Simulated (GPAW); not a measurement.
Crystal: SnO2.

```xyz
12
Lattice="5.1753 0.0000 0.0000 0.0000 5.1753 0.0000 0.0000 0.0000 5.1753" Properties=species:S:1:pos:R:3 pbc="T T T"
Sn    0.0000    0.0000    0.0000
Sn    2.5876    0.0000    2.5876
Sn    2.5876    2.5876    0.0000
Sn    0.0000    2.5876    2.5876
O     3.4214    4.3415    0.8337
O     4.3415    0.8337    3.4214
O     0.8337    3.4214    4.3415
O     1.7539    1.7539    1.7539
O     3.4214    3.4214    3.4214
O     4.3415    1.7539    0.8337
O     0.8337    4.3415    1.7539
O     1.7539    0.8337    4.3415
```

Measurements of this composition are mostly on another form, of space group No. 136.

Base run:

| Quantity | Value |
| --- | --- |
| Program | GPAW 26.7.0 |
| Functional | PBEsol |
| Potentials or basis | PAW data sets generated in the run's folder for this functional |
| Cutoff | 800 eV |
| Basis | pw |
| k mesh | 4 × 4 × 4 |
| Occupations | fermi-dirac, width 0.05 eV |
| Spin | no spin polarisation |

Its results: band gap on the k mesh 0.53 eV, indirect (least direct gap 0.59 eV); pressure -8.6 GPa; largest force 0.028 eV/Å.

The run is repeated on the same cell with these changes: functional from PBEsol to LDA; potentials or basis from PAW data sets generated in the run's folder for this functional to the program's PAW data sets (release 1.2.1) made for this functional. What comes out?

Band gap on the k mesh 0.49 eV, indirect (least direct gap 0.55 eV); pressure -14.3 GPa; largest force 0.048 eV/Å.

Caveats: spin-orbit coupling is left out, which moves the levels of the heavy elements.
